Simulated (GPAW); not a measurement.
Sn:

```
Sn
1.0
    -2.94014    2.94014    1.59930
     2.94014   -2.94014    1.59930
     2.94014    2.94014   -1.59930
Sn
2
Direct
  0.00000 0.00000 0.00000
  0.75000 0.25000 0.50000
```

| Item | Value |
| --- | --- |
| Program | GPAW 26.7.0 |
| Task | relaxation of cell and atoms |
| Functional | PBE |
| Potentials or basis | GPAW PAW data sets (gpaw-data 1.2.1) |
| Cutoff | 600 eV |
| Basis | pw |
| k mesh | 7 × 7 × 7 |
| Occupations | fermi-dirac, width 0.05 eV |
| Spin | no spin polarisation |

At the start: pressure 0.9 GPa; volume 27.65 Å³/atom.

Where does the relaxation end?

Over 14 steps the energy falls by 2.0 meV/atom and the volume is 28.19 Å³/atom (+2.0 %); space group I4_1/amd (No. 141, to 0.05 Å).

The path:
```
step  energy change (eV)  largest force (eV/Å)  pressure (GPa)  volume (Å³)
   1              0.0000                0.0000            0.95        55.30
   2             -0.0008                0.0000            0.82        55.44
   3             -0.0021                0.0000            0.58        55.69
   4             -0.0032                0.0000            0.28        56.03
   5             -0.0037                0.0000           -0.04        56.41
   6             -0.0036                0.0000           -0.31        56.73
   7             -0.0036                0.0000           -0.30        56.72
   8             -0.0037                0.0000           -0.28        56.70
   9             -0.0037                0.0000           -0.26        56.66
  10             -0.0038                0.0000           -0.22        56.62
  11             -0.0039                0.0000           -0.18        56.57
  12             -0.0039                0.0000           -0.13        56.51
  13             -0.0040                0.0000           -0.07        56.45
  14             -0.0040                0.0000           -0.01        56.38
```

Final structure:
```
CELL_PARAMETERS angstrom
-2.94900 2.94900 1.62077
2.94900 -2.94900 1.62077
2.94900 2.94900 -1.62077
ATOMIC_POSITIONS crystal
Sn 0.00000 0.00000 0.00000
Sn 0.75000 0.25000 0.50000
```

Caveat: later steps reuse the first step's grids.
